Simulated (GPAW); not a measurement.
# ZrSe2 (P-3m1) in GPAW: equation of state with LDA

Aim: the equation of state of ZrSe2 with LDA.

Everything below comes from runs of GPAW 26.7.0. Logs are shortened: lines on timing, memory, paths and dates and some standing lists are left out, and cuts for length are marked. The log counts tension as positive stress, the text compression.

## Step 1: The crystal as given

Symmetry: P-3m1, No. 164, trigonal system. Conventional cell: a = 3.798 Å, b = 3.798 Å, c = 6.192 Å, α = 90.00°, β = 90.00°, γ = 120.00°. Zr (site symmetry -3m) has 6 Se at 2.68 Å as nearest neighbours. Se (site symmetry 3m) is surrounded by 3 Zr at 2.68 Å.

## Step 2: Equation of state, LDA

run.py reads:

```python
from ase import Atoms
from ase.eos import EquationOfState
from ase.io import Trajectory
from ase.units import GPa
from gpaw import GPAW, PW

atoms = Atoms(['Zr', 'Se', 'Se'],
              cell=[[3.798, 0.0, 0.0],
                    [-1.899, 3.2891644836, 0.0],
                    [0.0, 0.0, 6.192]],
              scaled_positions=[[0.0, 0.0, 0.0],
                                [0.6666666667, 0.3333333333, 0.75],
                                [0.3333333333, 0.6666666667, 0.25]],
              pbc=True)

traj = Trajectory('eos.traj', 'w')
volumes, energies = [], []
for x in [0.94, 0.96, 0.98, 1.0, 1.02, 1.04, 1.06]:
    a = atoms.copy()
    a.set_cell(atoms.cell * x**(1 / 3), scale_atoms=True)
    calc = GPAW(mode=PW(600),
                xc='LDA',
                kpts={'size': (7, 7, 4), 'gamma': True},
                occupations={'name': 'fermi-dirac', 'width': 0.05},
                nbands=24,
                convergence={'density': 1e-05, 'energy': 1e-05},
                maxiter=150,
                txt=f'eos-{x:.2f}.txt')
    a.calc = calc
    energies.append(a.get_potential_energy(force_consistent=True))
    volumes.append(a.get_volume())
    p = -a.get_stress()[:3].mean() / GPa
    calc.write(f'eos-{x:.2f}.gpw')
    traj.write(a)
    print(f'{x:.2f} {volumes[-1]:10.4f} A^3 {energies[-1]:14.6f} eV {p:9.3f} GPa', flush=True)

v0, e0, B = EquationOfState(volumes, energies, eos='birchmurnaghan').fit()
print(f'V0 = {v0:.4f} A^3, E0 = {e0:.6f} eV, B0 = {B / GPa:.2f} GPa')
```

Potentials or basis: the program's PAW data sets (release 1.2.1) made for this functional, pw.

The run is started by

```sh
$ OMP_NUM_THREADS=1 python run.py
```

The program printed:

```text
__  _  _
 | _ |_)|_||  |
 |__||  | ||/\| - 26.7.0

Input parameters:
  mode=PW(ecut=600.0),
  convergence={'density': 1e-05, 'energy': 1e-05},
  kpts=MonkhorstPack(size=(7, 7, 4), gamma=True),
  maxiter=150,
  nbands=24,
  occupations=Occupations(name='fermi-dirac', width=0.05),
  xc=XC(name='LDA')

Diagonalizing LCAO Hamiltonian
Converting LCAO to pw mode

            Se

        Se

       Zr

Atoms  # Å, Bohr magnetons
|   | symbol |         x |        y |        z |    initial magnetic moments |
|---|--------|-----------|----------|----------|-----------------------------|
| 0 |     Zr |  0.000000 | 0.000000 | 0.000000 | ( 0.0000,  0.0000,  0.0000) |
| 1 |     Se |  1.860234 | 1.074007 | 4.549198 | ( 0.0000,  0.0000,  0.0000) |
| 2 |     Se | -0.000000 | 2.148013 | 1.516399 | ( 0.0000,  0.0000,  0.0000) |

Unit cell  # Å
| periodic |         x |        y |        z |  lengths |     angles |
|----------|-----------|----------|----------|----------|------------|
|      yes |  3.720468 | 0.000000 | 0.000000 | 3.720468 |  90.000000 |
|      yes | -1.860234 | 3.222020 | 0.000000 | 3.720468 |  90.000000 |
|      yes |  0.000000 | 0.000000 | 6.065597 | 6.065597 | 120.000000 |

Number of symmetries: 12
Symmetry operations  # r_c * U_cc + t_c -> r_c
|    | kind |            matrix            |
|----|------|------------------------------|
|  0 |  σ   |  1, 1, 0,  0,-1, 0,  0, 0, 1 |
|  1 |  S6  |  1, 1, 0, -1, 0, 0,  0, 0,-1 |
|  2 |  E   |  1, 0, 0,  0, 1, 0,  0, 0, 1 |
|  3 |  C2  |  1, 0, 0, -1,-1, 0,  0, 0,-1 |
|  4 |  C2  |  0, 1, 0,  1, 0, 0,  0, 0,-1 |
|  5 |  C3  |  0, 1, 0, -1,-1, 0,  0, 0, 1 |
|  6 |  S6  |  0,-1, 0,  1, 1, 0,  0, 0,-1 |
|  7 |  σ   |  0,-1, 0, -1, 0, 0,  0, 0, 1 |
|  8 |  σ   | -1, 0, 0,  1, 1, 0,  0, 0, 1 |
|  9 |  i   | -1, 0, 0,  0,-1, 0,  0, 0,-1 |
| 10 |  C3  | -1,-1, 0,  1, 0, 0,  0, 0, 1 |
| 11 |  C2  | -1,-1, 0,  0, 1, 0,  0, 0,-1 |

BZ-sampling:
  Number of BZ points: 196
  Number of IBZ points: 28

  Monkhorst-Pack size: [7, 7, 4]
  Monkhorst-Pack shift: [0.0, 0.0, 0.125]

K-points  # in reciprocal-cell coordinates
|     |                                coordinates |     weight |
|-----|--------------------------------------------|------------|
|   0 | (  0.00000000,   0.00000000,   0.00000000) | 0.00510204 |
|   1 | (  0.00000000,   0.00000000,   0.25000000) | 0.01020408 |
|   2 | (  0.00000000,   0.00000000,   0.50000000) | 0.00510204 |
|   3 | (  0.14285714,   0.00000000,  -0.25000000) | 0.03061224 |
|   4 | (  0.14285714,   0.00000000,   0.00000000) | 0.03061224 |
|   5 | (  0.14285714,   0.00000000,   0.25000000) | 0.03061224 |
|   6 | (  0.14285714,   0.00000000,   0.50000000) | 0.03061224 |
|   7 | (  0.28571429,  -0.14285714,   0.00000000) | 0.03061224 |
|   8 | (  0.28571429,  -0.14285714,   0.25000000) | 0.06122449 |
|   9 | (  0.28571429,  -0.14285714,   0.50000000) | 0.03061224 |
| ... |                                            |            |
|  27 | (  0.42857143,   0.42857143,   0.50000000) | 0.03061224 |

Plane wave coefficients: 2460
Cutoff: 600.0 eV

Spin-components: 1 (collinear spins)
Bands:           24
Projectors:      16
Spin-degeneracy: 2
Datatype:        complex128

Parallelization:
  kpt:    1
  domain: 1
  band:   1

Density:
  Valence electrons: 24.0
  Components: 1
  Grid points: [24 24 35]
  Charge: 0.0  # |e|

Potential:
  Grid points: [24 24 35]

species:
  Zr:
    name:    Zirconium
    Z:       40.0
    valence: 12
    core:    28
    charge:  0.0  # [|e|]
    compensation charges:
      type: gauss
      rc: 0.40  # [Å]
      lmax: 2
    cutoffs:
      filter: 2.39  # [Å]
      core: 1.59  # [Å]
    projectors
    | kind |    occ | energy [eV] | rcut [Å] |
    |------|--------|-------------|----------|
    |   4s |  2.000 |     -54.491 |    1.323 |
    |   5s |  2.000 |      -4.587 |    1.323 |
    |   4p |  6.000 |     -32.510 |    1.334 |
    |   5p |  0.000 |      -1.548 |    1.334 |
    |   4d |  2.000 |      -3.736 |    1.244 |
    |    d |        |      23.475 |    1.244 |

    Using partial waves for Zr as LCAO basis

  Se:
    name:    Selenium
    Z:       34.0
    valence: 6
    core:    28
    charge:  0.0  # [|e|]
    compensation charges:
      type: gauss
      rc: 0.27  # [Å]
      lmax: 2
    cutoffs:
      filter: 1.77  # [Å]
      core: 2.67  # [Å]
    projectors
    | kind |    occ | energy [eV] | rcut [Å] |
    |------|--------|-------------|----------|
    |   4s |  2.000 |     -17.472 |    0.847 |
    |   4p |  4.000 |      -6.656 |    1.005 |
    |    s |        |       9.739 |    0.847 |
    |    p |        |      20.555 |    1.005 |
    |    d |        |       0.000 |    0.847 |

    Using partial waves for Se as LCAO basis

Reference energy: -229820.909977  # eV

eigensolver:
  PPCG
  Converge bands: occupied
  niter=2

density mixing:
  MSR1-Mixer
  Pratt-step length: 0.05
  Maximum mixing coefficient: 0.75
  Old densities: 10
  SVD Regularization: 0.005
  Good broyden scale: 1.0
  Trust region scale: 1.0
  Backstep threshold: 4.0
  History deletion threshold: 6.0
  Fourier metric: weight=20.0, sigma=0.015

occupation numbers:
  Fermi-Dirac:
    width: 0.0500  # eV

poisson solver:
  ecut: 4800.0  # eV

xc functional:
  name: None

convergence criteria:
- Maximum integral of absolute [dens]ity change: 1e-05 electrons / valence electron
- Maximum [total energy] change in last 3 cyles: 1e-05 eV / valence electron
- Maximum integral of absolute [eigenst]ate change: 4e-08 eV^2 / valence electron
maximum number of iterations: 150

SCF iterations
|iter     | |      energy | eigst |  dens |
|---------|-|-------------|-------|-------|
|iter:   1| |  -20.983238 | +0.08 |       |
|iter:   2| |  -20.897154 | -1.90 | -1.12 |
|iter:   3| |  -20.569431 | -1.62 | -1.16 |
|iter:   4| |  -20.572563 | -2.43 | -1.69 |
|iter:   5| |  -20.553257 | -2.92 | -1.83 |
|iter:   6| |  -20.552090 | -4.24 | -2.21 |
|iter:   7| |  -20.552094 | -5.58 | -3.32 |
|iter:   8| |  -20.552096c| -6.60 | -3.83 |
|iter:   9| |  -20.552096c| -7.83c| -4.60 |
|iter:  10| |  -20.552096c| -8.22c| -5.41c|

Converged in 10 steps
Energy contributions relative to reference atoms: (reference = -229820.909977)

Energy contributions:
  Kinetic:          30.129979
  Coulomb:         -31.003722
  Zero:              0.344775
  External:          0.000000
  Xc:              -20.022384
  Entropy:          -0.001487
  Spinorbit:         0.000000
  ----------------------------
  Free energy:     -20.552840
  Extrapolated:    -20.552096

dipole moment: (-6.796329, -11.771586, -22.160540)  # |e|*Ang

Fermi level: 6.181
Eigenvalues  # (at kpt = [0.000, 0.000, 0.000])
| band index |      eig [eV] | occ [0-2] |
|------------|---------------|-----------|
|          0 |       -43.116 |     2.000 |
|        ... |               |           |
|          4 |        -7.515 |     2.000 |
|          5 |        -6.066 |     2.000 |
|          6 |         1.002 |     2.000 |
|          7 |         3.124 |     2.000 |
|          8 |         3.124 |     2.000 |
|          9 |         6.031 |     1.904 |
|         10 |         6.031 |     1.904 |
|         11 |         6.055 |     1.849 |
|         12 |         7.024 |     0.000 |
|         13 |         7.024 |     0.000 |
|         14 |         7.582 |     0.000 |
|         15 |        10.627 |     0.000 |
|         16 |        10.627 |     0.000 |
|         17 |        10.918 |     0.000 |
|         18 |        11.067 |     0.000 |
|         19 |        15.088 |     0.000 |
|        ... |               |           |
|         23 |        19.469 |     0.000 |

Gap: 0.277 eV
Transition (v -> c):
  (s=0, k=0, n=11, [0.00, 0.00, 0.00]) -> (s=0, k=21, n=12, [0.43, 0.00, 0.50])
Direct/indirect transitions are different
Direct gap: 0.969 eV
Transition at: (s=0, k=0, n=11, [0.00, 0.00, 0.00])

Stress tensor  # eV/Ang^3
|         x |         y |         z |
|-----------|-----------|-----------|
| -0.007620 |  0.000000 |  0.000000 |
|  0.000000 | -0.007620 |  0.000000 |
|  0.000000 | -0.000000 | -0.016480 |

# Writing to eos-0.94.gpw (mode='')
```

Wall time 7.3 min (1 thread of Intel Xeon at 2.50GHz (Skylake/Cascade Lake), shared host); peak memory 0.33 GiB.

What came out:

```yaml
Equilibrium_volume: 24.71 Å³/atom
Bulk_modulus_at_fixed_shape_and_positions: 87 GPa
Pressure_derivative_of_the_bulk_modulus: 4.1
```

Energy against volume, from the lowest point:
```
volume (Å³/atom)  energy (meV/atom)
          24.237               2.54
          24.753               0.00
          25.268               3.24
          25.784              11.67
          26.300              24.78
          26.815              42.07
          27.331              63.15
```

Caveat: the cell was scaled at fixed shape and fractional positions, which overstates the stiffness of a crystal with free parameters, most of all of layers and chains.
